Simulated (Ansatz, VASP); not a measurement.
**One calculation of MgO, two programs**

File INCAR:

```
SYSTEM = MgO
ALGO = Normal
EDIFF = 1E-7
ENCUT = 520
GGA = PE
ISIF = 2
ISMEAR = -1
LASPH = .True.
LCHARG = .False.
LREAL = .False.
LWAVE = .False.
NBANDS = 11
NELM = 80
PREC = Accurate
SIGMA = 0.02
```

The input KPOINTS:

```
k-points
0
Gamma
  10 10 10
  0 0 0
```

Contents of POSCAR:

```
MgO
1.0
    0.0062156338      2.1014458981      2.1014458981
    2.1014458981      0.0062156338      2.1014458981
    2.1014458981      2.1014458981      0.0062156338
Mg O
1 1
Direct
    0.0000000000      0.0000000000      0.0000000000
    0.5000000000      0.5000000000      0.5000000000
```

Input for Ansatz:

```yaml
crystal:
  lattice:
    - [0.0062156338, 2.1014458981, 2.1014458981]
    - [2.1014458981, 0.0062156338, 2.1014458981]
    - [2.1014458981, 2.1014458981, 0.0062156338]
  atoms:
    - { symbol: Mg, position: [0.0, 0.0, 0.0] }
    - { symbol: O, position: [0.5, 0.5, 0.5] }
kpoints:
  mp_grid: { grid: [10, 10, 10] }
  band_path:
    path:
      - [0.0, 0.0, 0.0]
      - [0.5, 0.0, 0.5]
      - [0.625, 0.25, 0.625]
      - [0.375, 0.375, 0.75]
      - [0.5, 0.5, 0.5]
      - [0.5, 0.25, 0.75]
    npoints: 1
hamiltonian:
  xc: pbe
scf:
  occupations: { method: fermi_dirac, width: 0.02 }
  n_extra_bands: 4
output:
  forces: true
  stress: true
  eigenvalues: true
```

Change from the starting cell: epitaxial_111 strain -0.3%.

Alike in both runs: task single point; functional PBE; k mesh 10 × 10 × 10; occupations fermi-dirac, width 0.02 eV; no spin polarisation.

```csv
,VASP,Ansatz
version,VASP 6.6.1,Ansatz 0.2.0
potentials or method,"VASP PAW PBE potentials, release 64 (Mg, O)","plane waves, PAW"
plane-wave cutoff (eV),520,420
valence electrons in the cell,8,16
```

|  | VASP | Ansatz | Ansatz less VASP |
| --- | --- | --- | --- |
| gap on the k mesh at the Fermi level (eV) | 4.82 | 4.84 | +0.016 |
| pressure (GPa) | 5.9 | 6.6 | +0.71 |
| largest component of the traceless stress (GPa) | 0.44 | 0.44 | -0.003 |

The two sets of potentials don't hold the same shells in valence.
